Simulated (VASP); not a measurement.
# InP: molecular dynamics at constant energy

InP, Fm-3m (no. 225), 8 atoms in the cell. PBE, molecular dynamics; PAW potentials In, P (PBE set).

Ensemble: NVE; Starting temperature (K): 1000.

## Input

INCAR:
```
GGA      = PE             # functional
PREC     = Normal         # precision mode
ENCUT    = 260            # plane-wave cutoff, eV
EDIFF    = 1E-6           # SCF threshold, eV
NELMIN   = 4            
NELM     = 60             # most SCF steps
ALGO     = Normal         # electronic algorithm
LREAL    = Auto         
LASPH    = True           # aspherical terms in the spheres
ISMEAR   = 0              # smearing method
SIGMA    = 0.05           # smearing width, eV
ISYM     = 0            
LWAVE    = False          # write WAVECAR
LCHARG   = False          # write CHGCAR
IBRION   = 0              # ionic algorithm
NSW      = 60             # ionic steps
POTIM    = 2.0            # step
TEBEG    = 1000         
ISIF     = 2              # what is computed and relaxed
RANDOM_SEED= 831852 0 0   
MDALGO   = 1            
ANDERSEN_PROB= 0.0          
KPAR     = 2             
```

KPOINTS:
```
k-points
0
Monkhorst-Pack
  2 2 2
```

POSCAR:
```
InP
1.0
    5.5376680000      0.0000000000      0.0000000000
    0.0000000000      5.5376680000      0.0000000000
    0.0000000000      0.0000000000      5.5376680000
In P
4 4
Direct
    0.0000000000      0.0000000000      0.0000000000
    0.0000000000      0.5000000000      0.5000000000
    0.5000000000      0.0000000000      0.5000000000
    0.5000000000      0.5000000000      0.0000000000
    0.5000000000      0.0000000000      0.0000000000
    0.5000000000      0.5000000000      0.5000000000
    0.0000000000      0.0000000000      0.5000000000
    0.0000000000      0.5000000000      0.0000000000
```

Commands:
```
cat potpaw_PBE.64/In/POTCAR potpaw_PBE.64/P/POTCAR > POTCAR
mpirun -np 2 vasp_std > vasp.out
```

## Result

- Rise of the mean potential energy above the start (meV/atom): 23.3
- Mean temperature (K): 794
- Electronic steps per ionic step after the first: 4.1

Course of the run:

| Time (fs) | Temperature (K) | Potential energy less the first (meV/atom) |
|---|---|---|
| 2 | 1000 | 0.0 |
| 12 | 1002 | -0.2 |
| 20 | 952 | 5.4 |
| 30 | 754 | 27.8 |
| 38 | 568 | 48.9 |
| 48 | 510 | 55.5 |
| 56 | 642 | 40.6 |
| 66 | 881 | 13.5 |
| 74 | 1025 | -2.9 |
| 84 | 1071 | -8.0 |
| 92 | 970 | 3.5 |
| 102 | 727 | 31.0 |
| 110 | 540 | 52.2 |
| 120 | 425 | 65.2 |

The mean temperature lies below the starting 1000 K, since the atoms start on their sites and part of their kinetic energy turns into potential energy.

REPORT:
```
MDALGO =   1
         ANDERSEN_PROB =  0.00000000
               SCALING =       0
                 CNEXP =     9.000   14.000
           RANDOM_SEED =            831852                0                0

   original number of atomic DOF:         21
   number of independent constraints:      0
   number of active DOF:                  21

========================================
         MD step No.       1
========================================

  Atomic velocities initialized by STEP_tb

  >Energies
                    E_tot             E_pot             E_kin               EPS                ES
   e_b>   -0.28984893E+02   -0.29889719E+02    0.90482576E+00    0.00000000E+00    0.00000000E+00

  >Temperature
               T_sim     T_inst
   tmprt>   1000.000   1000.000

  >Thermostat, num. of collisions:                0

           RANDOM_SEED =            831852               96                0

[... steps left out ...]

========================================
         MD step No.      60
========================================

  >Energies
                    E_tot             E_pot             E_kin               EPS                ES
   e_b>   -0.28983541E+02   -0.29368477E+02    0.38493588E+00    0.00000000E+00    0.00000000E+00

  >Temperature
               T_sim     T_inst
   tmprt>   1000.000    425.426

  >Thermostat, num. of collisions:                0

           RANDOM_SEED =            831852             2928                0
```

OSZICAR:
```
N       E                     dE             d eps       ncg     rms          rms(c)
DAV:   1     0.817838240841E+02    0.81784E+02   -0.78816E+03   168   0.702E+02
DAV:   2    -0.252665704066E+02   -0.10705E+03   -0.10267E+03   232   0.143E+02
DAV:   3    -0.317075718309E+02   -0.64410E+01   -0.62938E+01   193   0.378E+01
DAV:   4    -0.318250894387E+02   -0.11752E+00   -0.11745E+00   214   0.591E+00
DAV:   5    -0.318275603537E+02   -0.24709E-02   -0.24709E-02   224   0.739E-01    0.108E+01
DAV:   6    -0.301236862634E+02    0.17039E+01   -0.35098E+00   193   0.684E+00    0.646E+00
DAV:   7    -0.299107999891E+02    0.21289E+00   -0.12587E+00   240   0.400E+00    0.228E+00
DAV:   8    -0.298914217739E+02    0.19378E-01   -0.12476E-01   193   0.148E+00    0.775E-01
DAV:   9    -0.298899906811E+02    0.14311E-02   -0.14831E-02   208   0.591E-01    0.291E-01
DAV:  10    -0.298896943696E+02    0.29631E-03   -0.17098E-03   208   0.207E-01    0.151E-01
DAV:  11    -0.298897046054E+02   -0.10236E-04   -0.30781E-04   208   0.754E-02    0.552E-02
DAV:  12    -0.298897193500E+02   -0.14745E-04   -0.19329E-05   209   0.250E-02    0.148E-02
[... left out ...]
     58 T=   452. E= -.28983563E+02 F= -.29392368E+02 E0= -.29391794E+02  EK= 0.40881E+00 SP= 0.00E+00 SK= 0.00E+00
     59 T=   435. E= -.28983537E+02 F= -.29377439E+02 E0= -.29376872E+02  EK= 0.39390E+00 SP= 0.00E+00 SK= 0.00E+00
[... last step whole ...]
       N       E                     dE             d eps       ncg     rms          rms(c)
DAV:   1    -0.293684767880E+02    0.89624E-02   -0.23840E-05   173   0.584E-01    0.456E-03
DAV:   2    -0.293684765465E+02    0.24156E-06   -0.19145E-05   178   0.232E-02    0.329E-03
DAV:   3    -0.293684765424E+02    0.40695E-08   -0.33383E-07   124   0.384E-03    0.201E-03
DAV:   4    -0.293684765215E+02    0.20935E-07   -0.78862E-08   119   0.167E-03
     60 T=   425. E= -.28983541E+02 F= -.29368477E+02 E0= -.29367954E+02  EK= 0.38494E+00 SP= 0.00E+00 SK= 0.00E+00
```

Limits: 120 fs of 8 atoms are too short for converged averages.

VASP 6.6.1 took 177 s on 2 cores (Intel Xeon Platinum 8259CL @ 2.50GHz (Skylake/Cascade Lake)), a shared host.
